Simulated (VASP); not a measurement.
A run of VASP 6.6.1 is set up as follows.

File INCAR:

```
PREC     = Accurate       # precision mode
ENCUT    = 520            # plane-wave cutoff, eV
EDIFF    = 1E-7           # SCF threshold, eV
ISMEAR   = -1             # smearing method
SIGMA    = 0.05           # smearing width, eV
LREAL    = False          # projectors in reciprocal space
LASPH    = True           # aspherical terms in the spheres
NELM     = 100            # most SCF steps
ALGO     = Normal         # electronic algorithm
ISIF     = 2              # what is computed and relaxed
LWAVE    = False          # write WAVECAR
LCHARG   = False          # write CHGCAR
GGA      = PE             # functional
NBANDS   = 9              # bands
```

KPOINTS

```
regular mesh
0
Gamma
  9 9 9
```

POSCAR

```
Se
1.0
    2.7739580000     -0.0008980000     -0.0026270000
   -0.0008980000      2.8832600000     -0.0042010000
   -0.0026270000     -0.0042010000      2.7758610000
Se
1
Direct
    0.0131250000      0.0077940000      0.0012810000
```

Potentials or basis: VASP PAW PBE potentials, release 64 (Se).

Command:

```sh
$ cat potpaw_PBE.64/Se/POTCAR > POTCAR
$ mpirun -np 1 vasp_std > vasp.out
```

Problem. Estimate the pressure.

Solution. 2.2 GPa.

Problem. What does it give for the band gap on the k mesh?

Solution. None (metal or under the smearing width).

Stress tensor (GPa, compression positive):
```
 1.91  0.00  0.01
 0.00  2.86 -0.01
 0.01 -0.01  1.86
```
